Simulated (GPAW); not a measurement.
# InP (F-43m) in GPAW: notebook, part 3 of 3

GPAW 26.7.0. Earlier steps stand in the parts before.

## (4) Hybrid scf, TPSSh

Contents of run.py:

```python
import numpy as np
import spglib
from ase import Atoms
from ase.dft.bandgap import bandgap
from ase.io import read, write
from gpaw import GPAW, PW
from gpaw.xc import parametrizedxc

class ScaledMGGA(parametrizedxc.ParametrizedKernel):
    """Weighted sum of Libxc meta-GGA parts, named like '0.75_MGGA_X_..+1.0_MGGA_C_..'."""
    def __init__(self, name):
        super().__init__(name)
        self.type = 'MGGA'

    def calculate(self, e_g, n_sg, dedn_sg, sigma_xg, dedsigma_xg, tau_sg, dedtau_sg):
        e_g[:] = dedsigma_xg[:] = dedtau_sg[:] = 0.0
        for kernel, c in zip(self.kernels, self.coefs):
            e, v, s, t = [np.zeros_like(x) for x in [e_g, dedn_sg, dedsigma_xg, dedtau_sg]]
            kernel.calculate(e, n_sg, v, sigma_xg, s, tau_sg, t)
            e_g += c * e
            dedn_sg += c * v
            dedsigma_xg += c * s
            dedtau_sg += c * t

parametrizedxc.ParametrizedKernel = ScaledMGGA

atoms = read('InP.cif')
cell, positions, numbers = spglib.find_primitive(
    (atoms.cell[:], atoms.get_scaled_positions(), atoms.numbers), symprec=1e-4)
atoms = Atoms(numbers, cell=cell, scaled_positions=positions, pbc=True)

calc = GPAW(mode=PW(450),
            xc={'name': '0.900_MGGA_X_TPSS+1.0_MGGA_C_TPSS', 'fraction': 0.1, 'omega': 0.0, 'backend': 'pw'},
            kpts={'size': (4, 4, 4), 'gamma': True},
            occupations={'name': 'fermi-dirac', 'width': 0.001},
            nbands=18,
            convergence={'density': 0.0001},
            maxiter=40,
            txt='gpaw.txt')
atoms.calc = calc
energy = atoms.get_potential_energy()
calc.write('gs.gpw')
write('result.traj', atoms)
print(f'Energy: {energy:.6f} eV')
print('Fermi level:', round(calc.get_fermi_level(), 4), 'eV')
print(f'Gap: {bandgap(calc)[0]:.4f} eV, direct: {bandgap(calc, direct=True)[0]:.4f} eV')
```

Contents of InP.cif:

```cif
data_InP
_cell_length_a 5.86100000
_cell_length_b 5.86100000
_cell_length_c 5.86100000
_cell_angle_alpha 90.00000000
_cell_angle_beta 90.00000000
_cell_angle_gamma 90.00000000
_space_group_name_H-M_alt 'F-43m'
_space_group_name_Hall 'F -4 2 3'
_space_group_IT_number 216
loop_
_space_group_symop_operation_xyz
'x,y,z'
'y,-x,-z'
'-x,-y,z'
'-y,x,-z'
'x,-y,-z'
'y,x,z'
'-x,y,-z'
'-y,-x,z'
'z,x,y'
'-z,y,-x'
'z,-x,-y'
'-z,-y,x'
'-z,x,-y'
'z,y,x'
'-z,-x,y'
'z,-y,-x'
'y,z,x'
'-x,-z,y'
'-y,z,-x'
'x,-z,-y'
'-y,-z,x'
'x,z,y'
'y,-z,-x'
'-x,z,-y'
'x,y+1/2,z+1/2'
'y,-x+1/2,-z+1/2'
'-x,-y+1/2,z+1/2'
'-y,x+1/2,-z+1/2'
'x,-y+1/2,-z+1/2'
'y,x+1/2,z+1/2'
'-x,y+1/2,-z+1/2'
'-y,-x+1/2,z+1/2'
'z,x+1/2,y+1/2'
'-z,y+1/2,-x+1/2'
'z,-x+1/2,-y+1/2'
'-z,-y+1/2,x+1/2'
'-z,x+1/2,-y+1/2'
'z,y+1/2,x+1/2'
'-z,-x+1/2,y+1/2'
'z,-y+1/2,-x+1/2'
'y,z+1/2,x+1/2'
'-x,-z+1/2,y+1/2'
'-y,z+1/2,-x+1/2'
'x,-z+1/2,-y+1/2'
'-y,-z+1/2,x+1/2'
'x,z+1/2,y+1/2'
'y,-z+1/2,-x+1/2'
'-x,z+1/2,-y+1/2'
'x+1/2,y,z+1/2'
'y+1/2,-x,-z+1/2'
'-x+1/2,-y,z+1/2'
'-y+1/2,x,-z+1/2'
'x+1/2,-y,-z+1/2'
'y+1/2,x,z+1/2'
'-x+1/2,y,-z+1/2'
'-y+1/2,-x,z+1/2'
'z+1/2,x,y+1/2'
'-z+1/2,y,-x+1/2'
'z+1/2,-x,-y+1/2'
'-z+1/2,-y,x+1/2'
'-z+1/2,x,-y+1/2'
'z+1/2,y,x+1/2'
'-z+1/2,-x,y+1/2'
'z+1/2,-y,-x+1/2'
'y+1/2,z,x+1/2'
'-x+1/2,-z,y+1/2'
'-y+1/2,z,-x+1/2'
'x+1/2,-z,-y+1/2'
'-y+1/2,-z,x+1/2'
'x+1/2,z,y+1/2'
'y+1/2,-z,-x+1/2'
'-x+1/2,z,-y+1/2'
'x+1/2,y+1/2,z'
'y+1/2,-x+1/2,-z'
'-x+1/2,-y+1/2,z'
'-y+1/2,x+1/2,-z'
'x+1/2,-y+1/2,-z'
'y+1/2,x+1/2,z'
'-x+1/2,y+1/2,-z'
'-y+1/2,-x+1/2,z'
'z+1/2,x+1/2,y'
'-z+1/2,y+1/2,-x'
'z+1/2,-x+1/2,-y'
'-z+1/2,-y+1/2,x'
'-z+1/2,x+1/2,-y'
'z+1/2,y+1/2,x'
'-z+1/2,-x+1/2,y'
'z+1/2,-y+1/2,-x'
'y+1/2,z+1/2,x'
'-x+1/2,-z+1/2,y'
'-y+1/2,z+1/2,-x'
'x+1/2,-z+1/2,-y'
'-y+1/2,-z+1/2,x'
'x+1/2,z+1/2,y'
'y+1/2,-z+1/2,-x'
'-x+1/2,z+1/2,-y'
loop_
_atom_site_label
_atom_site_type_symbol
_atom_site_symmetry_multiplicity
_atom_site_Wyckoff_symbol
_atom_site_fract_x
_atom_site_fract_y
_atom_site_fract_z
_atom_site_occupancy
In1 In 4 a 0.0000000000 0.0000000000 0.0000000000 1
P1 P 4 c 0.2500000000 0.2500000000 0.2500000000 1
```

Potentials or basis: GPAW PAW data sets (gpaw-data 1.2.1), pw.

The run is started by

```
OMP_NUM_THREADS=1 python run.py
```

gpaw.txt:

```text
__  _  _
 | _ |_)|_||  |
 |__||  | ||/\| - 26.7.0

Input parameters:
  mode=PW(ecut=450.00000000000006),
  convergence={'density': 0.0001},
  kpts=MonkhorstPack(size=(4, 4, 4), gamma=True),
  maxiter=40,
  nbands=18,
  occupations=Occupations(name='fermi-dirac', width=0.001),
  xc=XC(name='0.900_MGGA_X_TPSS+1.0_MGGA_C_TPSS', fraction=0.1, omega=0.0, backend='pw')

Diagonalizing LCAO Hamiltonian
Converting LCAO to pw mode

           P

       In

Atoms  # Å, Bohr magnetons
|   | symbol |        x |        y |        z |    initial magnetic moments |
|---|--------|----------|----------|----------|-----------------------------|
| 0 |     In | 0.000000 | 0.000000 | 0.000000 | ( 0.0000,  0.0000,  0.0000) |
| 1 |      P | 1.465250 | 1.465250 | 1.465250 | ( 0.0000,  0.0000,  0.0000) |

Unit cell  # Å
| periodic |        x |        y |        z |  lengths |    angles |
|----------|----------|----------|----------|----------|-----------|
|      yes | 0.000000 | 2.930500 | 2.930500 | 4.144353 | 60.000000 |
|      yes | 2.930500 | 0.000000 | 2.930500 | 4.144353 | 60.000000 |
|      yes | 2.930500 | 2.930500 | 0.000000 | 4.144353 | 60.000000 |

Number of symmetries: 24
Symmetry operations  # r_c * U_cc + t_c -> r_c
|    | kind |            matrix            |
|----|------|------------------------------|
|  0 |  E   |  1, 0, 0,  0, 1, 0,  0, 0, 1 |
|  1 |  σ   |  1, 0, 0,  0, 0, 1,  0, 1, 0 |
|  2 |  σ   |  1, 0,-1,  0, 1,-1,  0, 0,-1 |
|  3 |  C3  |  1, 0,-1,  0, 0,-1,  0, 1,-1 |
|  4 |  C3  |  1,-1, 0,  0,-1, 1,  0,-1, 0 |
|  5 |  σ   |  1,-1, 0,  0,-1, 0,  0,-1, 1 |
|  6 |  σ   |  0, 1, 0,  1, 0, 0,  0, 0, 1 |
|  7 |  C3  |  0, 1, 0,  0, 0, 1,  1, 0, 0 |
|  8 |  C2  |  0, 1,-1,  1, 0,-1,  0, 0,-1 |
|  9 |  S4  |  0, 1,-1,  0, 0,-1,  1, 0,-1 |
| 10 |  C3  |  0, 0, 1,  1, 0, 0,  0, 1, 0 |
| 11 |  σ   |  0, 0, 1,  0, 1, 0,  1, 0, 0 |
| 12 |  S4  |  0, 0,-1,  1, 0,-1,  0, 1,-1 |
| 13 |  C3  |  0, 0,-1,  0, 1,-1,  1, 0,-1 |
| 14 |  S4  |  0,-1, 1,  1,-1, 0,  0,-1, 0 |
| 15 |  C2  |  0,-1, 1,  0,-1, 0,  1,-1, 0 |
| 16 |  C3  |  0,-1, 0,  1,-1, 0,  0,-1, 1 |
| 17 |  S4  |  0,-1, 0,  0,-1, 1,  1,-1, 0 |
| 18 |  S4  | -1, 1, 0, -1, 0, 1, -1, 0, 0 |
| 19 |  C3  | -1, 1, 0, -1, 0, 0, -1, 0, 1 |
| 20 |  C3  | -1, 0, 1, -1, 1, 0, -1, 0, 0 |
| 21 |  S4  | -1, 0, 1, -1, 0, 0, -1, 1, 0 |
| 22 |  σ   | -1, 0, 0, -1, 1, 0, -1, 0, 1 |
| 23 |  C2  | -1, 0, 0, -1, 0, 1, -1, 1, 0 |

BZ-sampling:
  Number of BZ points: 64
  Number of IBZ points: 8

  Monkhorst-Pack size: [4, 4, 4]
  Monkhorst-Pack shift: [0.125, 0.125, 0.125]

K-points  # in reciprocal-cell coordinates
|   |                                coordinates |     weight |
|---|--------------------------------------------|------------|
| 0 | (  0.00000000,   0.00000000,   0.00000000) | 0.01562500 |
| 1 | (  0.25000000,   0.25000000,   0.00000000) | 0.09375000 |
| 2 | (  0.25000000,   0.25000000,   0.25000000) | 0.12500000 |
| 3 | (  0.50000000,   0.25000000,  -0.25000000) | 0.09375000 |
| 4 | (  0.50000000,   0.25000000,   0.25000000) | 0.18750000 |
| 5 | (  0.50000000,   0.50000000,   0.00000000) | 0.04687500 |
| 6 | (  0.50000000,   0.50000000,   0.25000000) | 0.37500000 |
| 7 | (  0.50000000,   0.50000000,   0.50000000) | 0.06250000 |

Plane wave coefficients: 1106
Cutoff: 450.00000000000006 eV

Spin-components: 1 (collinear spins)
Bands:           18
Projectors:      11
Spin-degeneracy: 2
Datatype:        complex128

Density:
  Valence electrons: 18.0
  Components: 1
  Grid points: [21 21 21]
  Charge: 0.0  # |e|

Potential:
  Grid points: [21 21 21]

species:
  In:
    name:    Indium
    Z:       49.0
    valence: 13
    core:    36
    charge:  0.0  # [|e|]
    compensation charges:
      type: gauss
      rc: 0.36  # [Å]
      lmax: 2
    cutoffs:
      filter: 2.09  # [Å]
      core: 2.48  # [Å]
    projectors
    | kind |    occ | energy [eV] | rcut [Å] |
    |------|--------|-------------|----------|
    |   5s |  2.000 |      -8.203 |    1.185 |
    |   5p |  1.000 |      -2.521 |    1.244 |
    |   4d | 10.000 |     -18.629 |    1.148 |
    |    s |        |      19.008 |    1.185 |
    |    p |        |      24.691 |    1.244 |
    |    d |        |       8.583 |    1.148 |

    Using partial waves for In as LCAO basis

  P:
    name:    Phosphorus
    Z:       15.0
    valence: 5
    core:    10
    charge:  0.0  # [|e|]
    compensation charges:
      type: gauss
      rc: 0.30  # [Å]
      lmax: 2
    cutoffs:
      filter: 1.69  # [Å]
      core: 1.81  # [Å]
    projectors
    | kind |    occ | energy [eV] | rcut [Å] |
    |------|--------|-------------|----------|
    |   3s |  2.000 |     -13.968 |    0.953 |
    |   3p |  3.000 |      -5.506 |    0.953 |
    |    s |        |      13.244 |    0.953 |
    |    p |        |      21.705 |    0.953 |
    |    d |        |       0.000 |    0.953 |

    Using partial waves for P as LCAO basis

Reference energy: -169278.333319  # eV

eigensolver:
  PPCG
  Converge bands: occupied
  niter=2

density mixing:
  MSR1-Mixer
  Pratt-step length: 0.05
  Maximum mixing coefficient: 0.75
  Old densities: 10
  SVD Regularization: 0.005
  Good broyden scale: 1.0
  Trust region scale: 1.0
  Backstep threshold: 4.0
  History deletion threshold: 6.0
  Fourier metric: weight=20.0, sigma=0.015

occupation numbers:
  Fermi-Dirac:
    width: 0.0010  # eV

poisson solver:
  ecut: 3600.0000000000005  # eV

xc functional:
  name: 0.900_MGGA_X_TPSS+1.0_MGGA_C_TPSS with 2 nearest neighbor stencil

convergence criteria:
- Maximum integral of absolute [dens]ity change: 0.0001 electrons / valence electron
- Maximum [total energy] change in last 3 cyles: 0.0005 eV / valence electron
- Maximum integral of absolute [eigenst]ate change: 4e-08 eV^2 / valence electron
maximum number of iterations: 40

IBZ(<points: 8, symmetries: 24>)
Occupied bands: 9
SCF iterations
|iter     | |      energy | eigst |  dens |
|---------|-|-------------|-------|-------|
|iter:   1| | -499.689685 | -0.28 |       |
|iter:   2| |  -19.808387 | -1.16 | -0.97 |
|iter:   3| |  -19.665050 | -2.44 | -1.11 |
|iter:   4| |  -19.566257 | -2.32 | -1.22 |
|iter:   5| |  -19.582772 | -2.52 | -1.39 |
|iter:   6| |  -19.577263 | -3.27 | -1.58 |
|iter:   7| |  -19.575661c| -3.72 | -2.01 |
|iter:   8| |  -19.575521c| -5.07 | -2.38 |
|iter:   9| |  -19.574762c| -5.17 | -2.46 |
|iter:  10| |  -19.574085c| -5.17 | -2.58 |
|iter:  11| |  -19.573521c| -4.71 | -2.72 |
|iter:  12| |  -19.573553c| -5.95 | -3.45 |
|iter:  13| |  -19.573554c| -7.35 | -4.30c|
|iter:  14| |  -19.573554c| -7.91c| -4.62c|

Converged in 14 steps
Energy contributions relative to reference atoms: (reference = -169278.333319)

Energy contributions:
  Kinetic:          24.184827
  Coulomb:         -21.935758
  Zero:              0.290339
  External:          0.000000
  Xc:              468.314538
  Entropy:          -0.000000
  Spinorbit:         0.000000
  Hybrid_Xc_Cc:      -453.863291
  Hybrid_Xc_Vc:       -17.409985
  Hybrid_Xc_Vv:       -19.154224
  ----------------------------
  Free energy:     -19.573554
  Extrapolated:    -19.573554

dipole moment: (-22.347731, -22.347731, -22.347731)  # |e|*Ang

Fermi level: 4.646
Eigenvalues  # (at kpt = [0.000, 0.000, 0.000])
| band index |      eig [eV] | occ [0-2] |
|------------|---------------|-----------|
|          0 |       -10.271 |     2.000 |
|          1 |       -10.271 |     2.000 |
|          2 |       -10.271 |     2.000 |
|          3 |       -10.122 |     2.000 |
|          4 |       -10.122 |     2.000 |
|          5 |        -7.599 |     2.000 |
[... 10 lines left out ...]
|         16 |        16.668 |     0.000 |
|         17 |        16.668 |     0.000 |

Gap: 1.423 eV
Transition (v -> c):
  (s=0, k=0, n=8, [0.00, 0.00, 0.00]) -> (s=0, k=0, n=9, [0.00, 0.00, 0.00])
No difference between direct/indirect transitions
# Writing to gs.gpw (mode='')
```

Wall time 52 min (1 thread of Arm Neoverse V1, shared host); peak memory 0.43 GiB.

What came out:

- Free energy: -19.5736 eV
- Band gap on the k mesh: 1.42 eV, direct

Caveat: the k mesh is coarse (spacing up to 0.46 Å⁻¹), so the values aren't converged, least of all with exact exchange; exact exchange converges slowly with the k mesh, and this mesh is small; the scaled meta-GGA exchange is a class typed in the script; spin-orbit coupling is left out, which moves the levels of the heavy elements.

## (5) Summary

| task | level | k mesh | cutoff (eV) | smearing | maxiter | k mesh for the Wannier functions | dis froz max | extra bands | num iter | mesh quality | gap on the mesh (eV) |
| --- | --- | --- | --- | --- | --- | --- | --- | --- | --- | --- | --- |
| wannier90 | vdW-DF2 | 8 × 8 × 8 | 600 | fermi-dirac 0.05 eV | 150 | 5 × 5 × 5 | 0.5 | 4 | 500 | not flagged | 0.58 |
| dielectric tensor | PBE | 6 × 6 × 6 | 450 | fermi-dirac 0.001 eV | 150 | - | - | - | - | not flagged | 0.71 |
| hybrid scf | TPSSh | 4 × 4 × 4 | 450 | fermi-dirac 0.001 eV | 40 | - | - | - | - | coarse | 1.42 |

Alike in all rows: potentials or basis GPAW PAW data sets (gpaw-data 1.2.1), pw; no spin polarisation; cell as given.

Caveats: some runs use coarse meshes; spin-orbit coupling is left out, which moves the levels of the heavy elements; the long-wavelength limit can be off by a per cent or two (some runs); exact exchange converges slowly with the k mesh, and this mesh is small (some runs); the scaled meta-GGA exchange is a class typed in the script (some runs).

Absolute energies hang on the potentials; compare differences alone.

## (6) How close it comes

Step 2. Against the measured gap of InP, 1.4236 eV (direct; 1.6 K; a printed reference work, data compilation), the calculated 0.58 eV is off by -0.85 eV. Spin-orbit coupling on In is left out. The value is that of vdW-DF2, without temperature or zero-point motion.

Step 3. Measured gap of InP: 1.4236 eV (direct; 1.6 K; a printed reference work, data compilation). This calculation gives 0.71 eV (-0.72 eV). Spin-orbit coupling on In is left out. The value is that of PBE on a finite k mesh, which can miss the band edges, without temperature or zero-point motion. Semilocal functionals fall short of measured gaps as a rule. A measured high-frequency dielectric constant of InP is 9.61 (300 K; a printed reference work, textbook); the calculated 10.26 misses it by +6.8 %.
